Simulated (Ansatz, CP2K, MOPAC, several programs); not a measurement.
Energy against volume for MgO, NiAs type, at fixed shape and fractional coordinates, computed by several methods (PBE and r2SCAN, where shown, with plane waves in Ansatz); the cell shown is that of r2SCAN. With free coordinates or axes held, a curve is too stiff, and on another method's shape its minimum isn't the method's own volume. Space group P6_3/mmc (No. 194), hexagonal; a = 2.923 Å, c = 5.092 Å in the conventional setting, 9.42 Å³ an atom. Mg is surrounded by 6 O at 2.11 Å; O is surrounded by 6 Mg at 2.11 Å. All values are calculated for a non-magnetic cell, which may be hypothetical. Energies count from each curve's lowest point; fits are third-order Birch-Murnaghan.

```
Mg O
1.0
     2.92306    0.00000    0.00000
    -1.46153    2.53144    0.00000
     0.00000    0.00000    5.09210
Mg O
2 2
Cartesian
  0.0000 0.0000 0.0000
  0.0000 0.0000 2.5461
  0.0000 1.6876 1.2730
  1.4615 0.8438 3.8191
```

PM7 (MOPAC), on the shape of the cell shown, as a cluster of 128 atoms at the zone centre:
```tsv
V (Å³/atom)	E (meV/atom)
8.289	1329.64
8.855	793.01
9.420	413.39
9.985	159.02
10.550	0.00
```
The lowest point is an end point, so the minimum isn't bracketed.

PBE/DZVP (CP2K), on the shape of the cell shown:

| V (Å³/atom) | E (meV/atom) |
| --- | --- |
| 8.289 | 170.42 |
| 8.855 | 65.74 |
| 9.420 | 20.93 |
| 9.985 | 0.00 |
| 10.550 | 16.38 |

The points scatter about a smooth fit, a numerical artefact, so no fit is quoted.

PBE, on the shape of its own relaxed cell:

| V (Å³/atom) | E (meV/atom) |
| --- | --- |
| 9.183 | 17.56 |
| 9.476 | 4.18 |
| 9.769 | 0.00 |
| 10.062 | 3.80 |
| 10.355 | 14.36 |

V₀ = 9.77 Å³ an atom and B₀ = 144 GPa.

PBE/SZV (CP2K), on the shape of the cell shown:
```
V (Å³/atom)  E (meV/atom)
      8.289        333.94
      8.855        181.99
      9.420         91.73
      9.985         26.73
     10.550          0.00
```
The lowest point is an end point, so the minimum isn't bracketed.

**Question.** r2SCAN, on the shape of its own relaxed cell, gives

| V (Å³/atom) | E (meV/atom) |
| --- | --- |
| 8.855 | 19.10 |
| 9.137 | 4.55 |
| 9.420 | 0.00 |
| 9.702 | 4.04 |
| 9.985 | 15.44 |

What equilibrium volume and bulk modulus follow?

**Answer.** V₀ = 9.42 Å³ an atom and B₀ = 162 GPa.
